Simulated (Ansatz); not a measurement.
Here is an Ansatz 0.2.0 calculation.

The input input.yaml:

```yaml
crystal:
  lattice:
    - [3.81369522, 0.0, 0.0]
    - [0.0, 3.81369522, 0.0]
    - [0.0, 0.0, 4.8869133]
  atoms:
    - { symbol: Sn, position: [0.5, 0.0, 0.76462614] }
    - { symbol: Sn, position: [0.0, 0.5, 0.23537386] }
    - { symbol: O, position: [0.0, 0.0, 0.0] }
    - { symbol: O, position: [0.5, 0.5, 0.0] }
kpoints:
  mp_grid: { grid: [7, 7, 6] }
  band_path:
    path:
      - [0.0, 0.0, 0.0]
      - [0.0, 0.5, 0.0]
      - [0.5, 0.5, 0.0]
      - [0.0, 0.0, 0.0]
      - [0.0, 0.0, 0.5]
      - [0.0, 0.5, 0.5]
      - [0.5, 0.5, 0.5]
      - [0.0, 0.0, 0.5]
    npoints: 6
scf:
  occupations: { method: fermi_dirac, width: 0.05 }
hamiltonian:
  xc: pbesol
  pseudopotentials: { kind: all_electron, datasets: crystal }
output:
  forces: true
  stress: true
  eigenvalues: true
  elf: true
  volumetric_format: npy
```

Potentials or basis: all-electron PAW datasets made for the crystal.

The run is started by

```bash
$ ansatz run input.yaml --threads 2 --pin off --max-ram 8192MiB --backend cpu --events-out ev --progress --plain --runs-dir out
```

Problem. Predict the pressure.

Solution. -0.6 GPa.

Problem. What does it give for the largest force?

Solution. 0.071 eV/Å.

Stress tensor (GPa, compression positive):
```
-0.52  0.00  0.00
 0.00 -0.52  0.00
 0.00  0.00 -0.65
```

Caveat: spin-orbit coupling is left out, which moves the levels of the heavy elements; the mesh misses the band edges, which the band path finds closer together.
